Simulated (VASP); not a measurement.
A run of VASP 6.6.1:

The input INCAR:

```
SYSTEM = Al2O3
PREC     = Accurate       ! precision mode
ENCUT    = 520            ! plane-wave cutoff, eV
EDIFF    = 1E-8           ! SCF threshold, eV
ISMEAR   = 0              ! smearing method
SIGMA    = 0.02           ! smearing width, eV
LREAL    = .FALSE.        ! projectors in reciprocal space
LASPH    = .TRUE.         ! aspherical terms in the spheres
NELM     = 100            ! most SCF steps
ALGO     = Fast           ! electronic algorithm
ISIF     = 2              ! what is computed and relaxed
LWAVE    = .FALSE.        ! write WAVECAR
LCHARG   = .FALSE.        ! write CHGCAR
GGA      = CA             ! functional
LEFG     = .TRUE.
```

The input KPOINTS:

```
Automatic mesh
0
G
  11 11 3
  0 0 0
```

File POSCAR:

```
Al2O3
1.0
    2.8843249483      0.0000000000      0.0000000000
   -1.4421624742      2.4978986780      0.0000000000
    0.0000000000      0.0000000000      9.3367544600
Al O
2 3
Direct
    0.0000000000      0.0000000000      0.8500076700
    0.0000000000      0.0000000000      0.1499923300
    0.3333333333      0.6666666667      0.7776830800
    0.6666666667      0.3333333333      0.0000000000
    0.3333333333      0.6666666667      0.2223169200
```

Potentials or basis: VASP PAW LDA potentials, release 64 (Al, O).

Run with:

```sh
$ cat potpaw_LDA.64/Al/POTCAR potpaw_LDA.64/O/POTCAR > POTCAR
$ mpirun -np 1 vasp_std > vasp.out
```

Hardware: 1 thread of Intel(R) Xeon(R) 6975P-C (Granite Rapids) (shared host).

Question: Estimate the wall time of this run.

Answer: Wall time 20 s on 1 thread of Intel(R) Xeon(R) 6975P-C (Granite Rapids), on a shared host, peak memory 0.17 GiB. Counts: scf iterations 20, k points 32.
